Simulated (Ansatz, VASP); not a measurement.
## Sc in VASP and in Ansatz

```
Sc
1.0
     0.00000    2.26000    2.26000
     2.26000    0.00000    2.26000
     2.26000    2.26000    0.00000
Sc
1
Cartesian
  0.0000 0.0000 0.0000
```

This isn't the form of Sc at room conditions, which is hcp.

Alike in both runs: task single point; functional LDA; k mesh 14 × 14 × 14; occupations gaussian, width 0.05 eV; no spin polarisation.

|  | VASP | Ansatz |
| --- | --- | --- |
| version | VASP 6.6.1 | Ansatz 0.2.0 |
| potentials or method | VASP PAW LDA potentials, release 64 (Sc_sv) | scalar-relativistic, plane waves, PAW |
| plane-wave cutoff (eV) | 520 | 420 |
| valence electrons in the cell | 11 | 11 |

```csv
,VASP,Ansatz,Ansatz less VASP
gap on the k mesh at the Fermi level (eV),none,none,-
pressure (GPa),-1.7,-1.8,-0.07
```

A gap of «none» marks a metal or a gap that the smearing closes.
